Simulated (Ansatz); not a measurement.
Wanted: the native input for an Ansatz 0.2.0 run.

- Task: relaxation of cell and atoms
- Functional: exchange-only PBE
- Potentials or basis: Ansatz PAW
- Cutoff: 420 eV (not typed: the program's choice for these potentials)
- k mesh: 9 × 9 × 2
- Occupations: fermi-dirac, width 0.05 eV
- Spin: no spin polarisation

Crystal: MoSe2.

```
Mo Se
1.0
     3.28800    0.00000    0.00000
    -1.64400    2.84749    0.00000
     0.00000    0.00000   12.90000
Mo Se
2 4
Cartesian
  1.6440 0.9492 9.6750
  0.0000 1.8983 3.2250
  1.6440 0.9492 4.8375
  0.0000 1.8983 11.2875
  1.6440 0.9492 1.6125
  0.0000 1.8983 8.0625
```

The input as run:

input.yaml

```yaml
crystal:
  lattice:
    - [3.288, 0.0, 0.0]
    - [-1.644, 2.8474915276, 0.0]
    - [0.0, 0.0, 12.9]
  atoms:
    - { symbol: Mo, position: [0.6666666667, 0.3333333333, 0.75] }
    - { symbol: Mo, position: [0.3333333333, 0.6666666667, 0.25] }
    - { symbol: Se, position: [0.6666666667, 0.3333333333, 0.375] }
    - { symbol: Se, position: [0.3333333333, 0.6666666667, 0.875] }
    - { symbol: Se, position: [0.6666666667, 0.3333333333, 0.125] }
    - { symbol: Se, position: [0.3333333333, 0.6666666667, 0.625] }
hamiltonian:
  xc: { exchange: pbe, correlation: none }
  pseudopotentials: { kind: paw }
kpoints:
  mp_grid: { grid: [9, 9, 2] }
scf:
  occupations: { method: fermi_dirac, width: 0.05 }
output:
  forces: true
  stress: true
  write_density: true
  write_potential: true
  elf: true
  volumetric_format: npy
relax:
  f_tol: 0.01
  max_steps: 40
  cell: { stress_tol: 0.05 }
```

Potentials or basis: Ansatz PAW.

Run with:

```sh
$ ansatz run input.yaml --threads 2 --pin off --max-ram 5120MiB --backend cpu --events-out ev --progress --plain --runs-dir out
```

Results of the run:

```
Relaxed volume                         : 32.94 Å³/atom
Relaxed cell                           : a = 3.521 Å, b = 3.521 Å, c = 18.404 Å, α = 90.00°, β = 90.00°, γ = 120.00°
Space group after relaxing (to 0.05 Å) : P6_3/mmc (No. 194)
Energy gained by relaxing              : 318.7 meV/atom
Ionic steps                            : 20
Pressure after relaxing                : 0.0 GPa
Band gap on the k mesh                 : 0.95 eV, indirect (least direct gap 1.05 eV)
```

Caveat: the volume moved by over 15 % at a fixed basis, so the end points are rough; odd divisions of the mesh miss points on the zone boundary, where band edges often lie, so the gap on the mesh can be too wide; the plane-wave basis is chosen anew once the cell has moved, so the energies of steps on either side of that aren't comparable; the volume moved by +64 % from the deposited cell, more than functionals usually miss; the PAW data sets come from PBE, with cores solved anew for the run's functional, which leaves a small shift of forces and pressure.

It took 78 s on 2 threads of INTEL(R) XEON(R) PLATINUM 8581C CPU @ 2.10GHz (Emerald Rapids) (shared host), peak memory 0.68 GiB.
